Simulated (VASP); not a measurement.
The system is MgO.

```
Mg O
1.0
     0.00000    2.09700    2.09700
     2.09700    0.00000    2.09700
     2.09700    2.09700    0.00000
Mg O
1 1
Direct
  0.00000 0.00000 0.00000
  0.50000 0.50000 0.50000
```

The cell is a database's computed one.

Base run:

```yaml
Program: VASP 6.6.1
Functional: HSE03
Potentials_or_basis: VASP PAW PBE potentials, release 64 (Mg, O)
Cutoff: 520 eV
k_mesh: 8 × 8 × 8
Occupations: gaussian, width 0.02 eV
Spin: no spin polarisation
```

Its results: band gap on the k mesh 6.33 eV, direct; pressure 0.8 GPa.

Question: The run is repeated on the same cell with these changes: functional from HSE03 to PBE0. What comes out?

Answer: Band gap on the k mesh 7.32 eV, direct; pressure 0.6 GPa.

Caveats: the PAW data sets were made with another functional, which shifts forces and pressure a little.
